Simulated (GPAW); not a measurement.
# Sn (I4_1/amd) in GPAW: notebook, part 2 of 2

GPAW 26.7.0. Earlier steps stand in the parts before.

### Step 4. Single point, PBE

Input file run.py:

```python
from ase.dft.bandgap import bandgap
from ase.io import read, write
from ase.units import Bohr, GPa
from gpaw import GPAW, PW
from gpaw.elf import elf_from_dft_calculation

atoms = read('Sn.xyz')

calc = GPAW(mode=PW(600),
            xc='PBE',
            kpts={'size': (9, 9, 9), 'gamma': True},
            occupations={'name': 'methfessel-paxton', 'order': 0, 'width': 0.014},
            nbands=24,
            convergence={'density': 1e-05, 'energy': 1e-05},
            maxiter=150,
            txt='gpaw.txt')
atoms.calc = calc
energy = atoms.get_potential_energy()
forces = atoms.get_forces()
stress = atoms.get_stress()
calc.write('gs.gpw')
write('result.traj', atoms)
print(f'Energy: {energy:.6f} eV')
print('Forces (eV/A):')
print(forces.round(4))
print('Stress (GPa):', (stress / GPa).round(3))
print('Fermi level:', round(calc.get_fermi_level(), 4), 'eV')
print(f'Gap: {bandgap(calc)[0]:.4f} eV, direct: {bandgap(calc, direct=True)[0]:.4f} eV')

# fields on the real-space grid
write('density.cube', atoms, data=calc.get_pseudo_density() * Bohr**3)
write('potential.cube', atoms, data=calc.get_electrostatic_potential())
write('elf.cube', atoms, data=elf_from_dft_calculation(calc).data)
```

Input file Sn.xyz:

```xyz
2
Lattice="-2.9401404553 2.9401404553 1.5993019889 2.9401404553 -2.9401404553 1.5993019889 2.9401404553 2.9401404553 -1.5993019889" Properties=species:S:1:pos:R:3 pbc="T T T"
Sn     0.0000000000      0.0000000000      0.0000000000
Sn     0.0000000000      2.9401404553      0.7996509944
```

Potentials or basis: GPAW PAW data sets (gpaw-data 1.2.1), pw.

On the command line:

```console
$ OMP_NUM_THREADS=1 python run.py
```

gpaw.txt:

```text
__  _  _
 | _ |_)|_||  |
 |__||  | ||/\| - 26.7.0

Input parameters:
  mode=PW(ecut=600.0),
  convergence={'density': 1e-05, 'energy': 1e-05},
  kpts=MonkhorstPack(size=(9, 9, 9), gamma=True),
  maxiter=150,
  nbands=24,
  occupations=Occupations(name='methfessel-paxton', order=0, width=0.014),
  xc=XC(name='PBE')

Diagonalizing LCAO Hamiltonian
Converting LCAO to pw mode

         Sn

       Sn

Atoms  # Å, Bohr magnetons
|   | symbol |        x |        y |        z |    initial magnetic moments |
|---|--------|----------|----------|----------|-----------------------------|
| 0 |     Sn | 0.000000 | 0.000000 | 0.000000 | ( 0.0000,  0.0000,  0.0000) |
| 1 |     Sn | 0.000000 | 2.940140 | 0.799651 | ( 0.0000,  0.0000,  0.0000) |

Unit cell  # Å
| periodic |         x |         y |         z |  lengths |     angles |
|----------|-----------|-----------|-----------|----------|------------|
|      yes | -2.940140 |  2.940140 |  1.599302 | 4.454954 |  97.404686 |
|      yes |  2.940140 | -2.940140 |  1.599302 | 4.454954 |  97.404686 |
|      yes |  2.940140 |  2.940140 | -1.599302 | 4.454954 | 137.923144 |

Number of symmetries: 8
Symmetry operations  # r_c * U_cc + t_c -> r_c
|   | kind |            matrix            |
|---|------|------------------------------|
| 0 |  σ   |  1, 1, 1,  0, 0,-1,  0,-1, 0 |
| 1 |  E   |  1, 0, 0,  0, 1, 0,  0, 0, 1 |
| 2 |  C2  |  0, 1, 0,  1, 0, 0, -1,-1,-1 |
| 3 |  S4  |  0, 0, 1, -1,-1,-1,  0, 1, 0 |
| 4 |  σ   |  0, 0,-1,  1, 1, 1, -1, 0, 0 |
| 5 |  C2  |  0,-1, 0, -1, 0, 0,  0, 0,-1 |
| 6 |  C2  | -1, 0, 0,  0,-1, 0,  1, 1, 1 |
| 7 |  S4  | -1,-1,-1,  0, 0, 1,  1, 0, 0 |

BZ-sampling:
  Number of BZ points: 729
  Number of IBZ points: 75

  Monkhorst-Pack size: [9, 9, 9]
  Monkhorst-Pack shift: [0, 0, 0]

K-points  # in reciprocal-cell coordinates
|     |                                coordinates |     weight |
|-----|--------------------------------------------|------------|
|   0 | (  0.00000000,   0.00000000,   0.00000000) | 0.00137174 |
|   1 | (  0.11111111,  -0.11111111,   0.00000000) | 0.00548697 |
|   2 | (  0.11111111,  -0.11111111,   0.11111111) | 0.00548697 |
|   3 | (  0.11111111,   0.00000000,   0.00000000) | 0.01097394 |
|   4 | (  0.11111111,   0.11111111,  -0.11111111) | 0.00274348 |
|   5 | (  0.22222222,  -0.22222222,   0.00000000) | 0.00548697 |
|   6 | (  0.22222222,  -0.22222222,   0.11111111) | 0.01097394 |
|   7 | (  0.22222222,  -0.22222222,   0.22222222) | 0.00548697 |
|   8 | (  0.22222222,  -0.11111111,   0.00000000) | 0.02194787 |
|   9 | (  0.22222222,  -0.11111111,   0.11111111) | 0.01097394 |
| ... |                                            |            |
|  74 | (  0.44444444,   0.44444444,   0.44444444) | 0.01097394 |

Plane wave coefficients: 1880
Cutoff: 600.0 eV

Spin-components: 1 (collinear spins)
Bands:           24
Projectors:      12
Spin-degeneracy: 2
Datatype:        complex128

Parallelization:
  kpt:    1
  domain: 1
  band:   1

Density:
  Valence electrons: 28.0
  Components: 1
  Grid points: [27 27 27]
  Charge: 0.0  # |e|

Potential:
  Grid points: [27 27 27]

species:
  Sn:
    name:    Tin
    Z:       50.0
    valence: 14
    core:    36
    charge:  0.0  # [|e|]
    compensation charges:
      type: gauss
      rc: 0.38  # [Å]
      lmax: 2
    cutoffs:
      filter: 2.23  # [Å]
      core: 2.35  # [Å]
    projectors
    | kind |    occ | energy [eV] | rcut [Å] |
    |------|--------|-------------|----------|
    |   5s |  2.000 |     -10.538 |    1.201 |
    |   5p |  2.000 |      -3.696 |    1.270 |
    |   4d | 10.000 |     -25.845 |    1.185 |
    |    s |        |      16.674 |    1.201 |
    |    p |        |      23.515 |    1.270 |
    |    d |        |       1.367 |    1.185 |

    Using partial waves for Sn as LCAO basis

Reference energy: -336021.386614  # eV

eigensolver:
  PPCG
  Converge bands: occupied
  niter=2

density mixing:
  MSR1-Mixer
  Pratt-step length: 0.05
  Maximum mixing coefficient: 0.75
  Old densities: 10
  SVD Regularization: 0.005
  Good broyden scale: 1.0
  Trust region scale: 1.0
  Backstep threshold: 4.0
  History deletion threshold: 6.0
  Fourier metric: weight=20.0, sigma=0.015

occupation numbers:
  Methfessel-Paxton:
    width: 0.0140  # eV
    order: 0

poisson solver:
  ecut: 4800.0  # eV

xc functional:
  name: PBE with 2 nearest neighbor stencil

convergence criteria:
- Maximum integral of absolute [dens]ity change: 1e-05 electrons / valence electron
- Maximum [total energy] change in last 3 cyles: 1e-05 eV / valence electron
- Maximum integral of absolute [eigenst]ate change: 4e-08 eV^2 / valence electron
maximum number of iterations: 150

SCF iterations
|iter     | |      energy | eigst |  dens |
|---------|-|-------------|-------|-------|
|iter:   1| |   -8.027847 | -0.05 |       |
|iter:   2| |   -8.028967 | -2.53 | -1.68 |
|iter:   3| |   -8.019505 | -2.71 | -1.71 |
|iter:   4| |   -8.022151 | -3.47 | -2.16 |
|iter:   5| |   -8.022556 | -4.46 | -2.76 |
|iter:   6| |   -8.022570 | -6.06 | -3.61 |
|iter:   7| |   -8.022571c| -7.18 | -4.28 |
|iter:   8| |   -8.022571c| -7.83c| -5.04c|

Converged in 8 steps
Energy contributions relative to reference atoms: (reference = -336021.386614)

Energy contributions:
  Kinetic:           9.031042
  Coulomb:          -8.496037
  Zero:              0.012846
  External:          0.000000
  Xc:               -8.570338
  Entropy:          -0.000168
  Spinorbit:         0.000000
  ----------------------------
  Free energy:      -8.022655
  Extrapolated:     -8.022571

dipole moment: (-16.426059, -3.457659, -5.407917)  # |e|*Ang

Fermi level: 6.904
Eigenvalues  # (at kpt = [0.000, 0.000, 0.000])
| band index |      eig [eV] | occ [0-2] |
|------------|---------------|-----------|
|          0 |       -14.717 |     2.000 |
|        ... |               |           |
|          6 |       -14.437 |     2.000 |
|          7 |       -14.437 |     2.000 |
|          8 |       -14.354 |     2.000 |
|          9 |       -14.249 |     2.000 |
|         10 |        -4.079 |     2.000 |
|         11 |         3.222 |     2.000 |
[... 8 lines left out ...]
|         20 |        17.303 |     0.000 |
|         21 |        17.997 |     0.000 |
|        ... |               |           |
|         23 |        18.356 |     0.000 |

No gap
No difference between direct/indirect transitions

Forces  # eV/Ang
|        x |        y |       z |
|----------|----------|---------|
|  0.00000 | -0.00000 | 0.00000 |  # Sn   0
| -0.00000 |  0.00000 | 0.00000 |  # Sn   1

Stress tensor  # eV/Ang^3
|         x |         y |         z |
|-----------|-----------|-----------|
| -0.007812 |  0.000000 |  0.000000 |
|  0.000000 | -0.007812 | -0.000000 |
|  0.000000 | -0.000000 | -0.005720 |

# Writing to gs.gpw (mode='')
```

stdout:

```text
Energy: -8.022571 eV
Forces (eV/A):
[[ 0. -0.  0.]
 [-0.  0.  0.]]
Stress (GPa): [-1.252 -1.252 -0.916 -0.     0.     0.   ]
Fermi level: 6.9038 eV
Gap: 0.0000 eV, direct: 0.0000 eV
```

Run time: 66 s. Hardware: 1 thread of Arm Neoverse V1, shared host; peak memory 0.22 GiB.

What came out:

- Free energy: -8.0227 eV
- Pressure: 1.1 GPa
- Band gap on the k mesh: none (metal or under the smearing width)

### Step 5. Overview

```csv
level,potentials or basis,smearing,gap on the mesh (eV),pressure (GPa)
RPBE,"the program's PAW data sets (release 1.2.1) made for this functional, pw",gaussian 0.1 eV,none,2.6
PBE,"GPAW PAW data sets (gpaw-data 1.2.1), pw",gaussian 0.013 eV,none,1.1
PBE,"GPAW PAW data sets (gpaw-data 1.2.1), pw",gaussian 0.014 eV,none,1.1
```

Alike in all rows: task single point; no spin polarisation; cell as given; k mesh 9 × 9 × 9; cutoff (eV) 600.

Total energies depend on the potentials used, so only differences within one code and one set of settings carry meaning.
